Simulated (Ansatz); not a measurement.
# WSe2: the cost of one run

Method: DFT PBEsol, scalar-relativistic, plane waves, PAW, in Ansatz 0.2.0.

**1. The system as given**

Symmetry: P-6m2, No. 187, hexagonal system. The conventional cell has a = 3.318 Å, b = 3.318 Å, c = 16.658 Å, α = 90.00°, β = 90.00°, γ = 120.00°. W (site symmetry -6m2) has 6 Se at 2.54 Å in its first shell of neighbours. Around Se (site symmetry 3m) lie 3 W at 2.54 Å.

Coordinates:

```cif
data_structure
_symmetry_space_group_name_H-M 'P-6m2'
_symmetry_Int_Tables_number 187
_cell_length_a 3.3179
_cell_length_b 3.3179
_cell_length_c 16.6581
_cell_angle_alpha 90.000
_cell_angle_beta 90.000
_cell_angle_gamma 120.000
_cell_volume 158.82
loop_
_atom_site_label
_atom_site_type_symbol
_atom_site_symmetry_multiplicity
_atom_site_Wyckoff_symbol
_atom_site_fract_x
_atom_site_fract_y
_atom_site_fract_z
_atom_site_occupancy
W1 W 1 a 0.00000 0.00000 0.00000 1
Se1 Se 2 h 0.33333 0.66667 0.09979 1
```

It goes back to an entry of the Materials Project, which need not be the stable form.

No relaxation comes first: the listed cell is the starting point.

**2. The reference cell**

Reference values: F = -21106.7061 eV; pressure -1.09 GPa; largest force 0.130 eV/Å; gap on the mesh 1.52 eV. It was computed beforehand with the settings of the runs below.

**3. The scan: a strain scan**

The cell is strained by ε times the Voigt pattern (1, 0, 0, 0, 0, 0) (xx, yy, zz, yz, xz, xy; engineering shear), with fractional coordinates fixed (clamped ions). The stress on the pattern is the sum of the stress components weighted by it, tension positive.

**4. ε = -0.1500**

The input, input.yaml:

```yaml
crystal:
  lattice:
    - [2.8202469541, 0.0, 0.0]
    - [-1.4101234771, 2.8734182438, 0.0]
    - [0.0, 0.0, 16.65814242]
  atoms:
    - { symbol: W, position: [0.0, 0.0, 0.0] }
    - { symbol: Se, position: [0.3333333333, 0.6666666667, 0.09978652] }
    - { symbol: Se, position: [0.3333333333, 0.6666666667, 0.90021348] }
basis:
  ecutwfc: 420
kpoints:
  mp_grid: { grid: [12, 12, 2] }
hamiltonian:
  xc: pbesol
scf:
  occupations: { method: gaussian, width: 0.05 }
output:
  forces: true
  stress: true
  eigenvalues: true
  write_density: true
  write_potential: true
  elf: true
  volumetric_format: npy
```

Run with:

```bash
> ansatz run input.yaml --threads 1 --pin off --max-ram 2560MiB --backend cpu --events-out ev --progress --plain --runs-dir out
```

**Question.** How long does this run take on 1 thread of Intel Xeon at 2.50GHz (Skylake/Cascade Lake), shared host, and how much memory does it need?

About 75 s, with a peak of 0.54 GiB.
